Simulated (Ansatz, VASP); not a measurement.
**ZnSe (Stilleite) in VASP and in Ansatz**

The input INCAR:

```
PREC     = Accurate       # precision mode
ENCUT    = 520            # plane-wave cutoff, eV
EDIFF    = 1E-7           # SCF threshold, eV
ISMEAR   = -1             # smearing method
SIGMA    = 0.05           # smearing width, eV
LREAL    = False          # projectors in reciprocal space
LASPH    = True           # aspherical terms in the spheres
NELM     = 100            # most SCF steps
ALGO     = Normal         # electronic algorithm
ISIF     = 2              # what is computed and relaxed
LWAVE    = False          # write WAVECAR
LCHARG   = False          # write CHGCAR
NBANDS   = 16             # bands
```

Contents of KPOINTS:

```
Automatic mesh
0
Gamma
  8 8 8
```

File POSCAR:

```
ZnSe
1.0
    0.0000000000      2.8525674344      2.8525674344
    2.8525674344      0.0000000000      2.8525674344
    2.8525674344      2.8525674344      0.0000000000
Se Zn
1 1
Direct
    0.7500000000      0.7500000000      0.7500000000
    0.0000000000      0.0000000000      0.0000000000
```

Contents of input.yaml:

```yaml
crystal:
  lattice:
    - [0.0, 2.8525674344, 2.8525674344]
    - [2.8525674344, 0.0, 2.8525674344]
    - [2.8525674344, 2.8525674344, 0.0]
  atoms:
    - { symbol: Se, position: [0.75, 0.75, 0.75] }
    - { symbol: Zn, position: [0.0, 0.0, 0.0] }
kpoints:
  mp_grid: { grid: [8, 8, 8] }
scf:
  occupations: { method: fermi_dirac, width: 0.05 }
hamiltonian:
  xc: lda
  pseudopotentials: { kind: all_electron, lapw: { basis_error: 0.001 } }
output:
  forces: true
  stress: true
  eigenvalues: true
```

Change from the starting cell: volume scaled by 1.02.

Alike in both runs: task single point; functional LDA; k mesh 8 × 8 × 8; occupations fermi-dirac, width 0.05 eV; no spin polarisation.

|  | VASP | Ansatz |
| --- | --- | --- |
| version | VASP 6.6.1 | Ansatz 0.2.0 |
| potentials or method | VASP PAW LDA potentials, release 64 (Se, Zn) | all-electron LAPW, scalar-relativistic |
| plane-wave cutoff (eV) | 520 | see its input |

Ansatz gave:

```
gap on the k mesh at the Fermi level (eV) : 0.95
least direct gap on the mesh (eV)         : 0.95
pressure (GPa)                            : -4.4
```

Problem. Estimate VASP's values.

Solution. gap on the k mesh at the Fermi level (eV): 0.99; least direct gap on the mesh (eV): 0.99; pressure (GPa): -4.2.

Ansatz ran all-electron here, so the differences hold the error of VASP's frozen core and of both bases.
